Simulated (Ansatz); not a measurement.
Crystal: VH2.

```
V H
1.0
     0.00000    2.13550    2.13550
     2.13550    0.00000    2.13550
     2.13550    2.13550    0.00000
V H
1 2
Direct
  0.00000 0.00000 0.00000
  0.75000 0.75000 0.75000
  0.25000 0.25000 0.25000
```

Base run:

* Program: Ansatz 0.2.0
* Functional: r2SCAN
* Potentials or basis: Ansatz PAW
* Cutoff: 500 eV (not typed: the program's choice for these potentials)
* k mesh: 11 × 11 × 11
* Occupations: fermi-dirac, width 0.05 eV
* Spin: collinear spin, ferromagnetic start
* Starting moments: [2.0, 0.0, 0.0] μB
* Hubbard terms: V d U = 1 eV

Its results: band gap on the k mesh none (metal or under the smearing width); pressure 5.6 GPa; net moment 1.65 μB per cell; site moments V +1.23; H -0.00 μB.

After a change of settings the same cell gave: band gap on the k mesh none (metal or under the smearing width); pressure 44.0 GPa; net moment 2.87 μB per cell; site moments V +1.97; H -0.01 μB. Which change was it?
A. hubbard terms from V d U = 1 eV to V d U = 2 eV
B. hubbard terms from V d U = 1 eV to V d U = 6 eV
C. hubbard terms from V d U = 1 eV to none; hubbard projectors from ortho-atomic (the default) to none

B.

Caveats: the magnetic or orbital state may not be the lowest; the PAW data sets come from PBE, with cores solved anew for the run's functional, which leaves a small shift of forces and pressure; the U is typed as a test and isn't derived for this compound; a pressure of tens of GPa on the cell as given is suspect, and the run, the potentials or the cell itself is likely at fault (some runs).
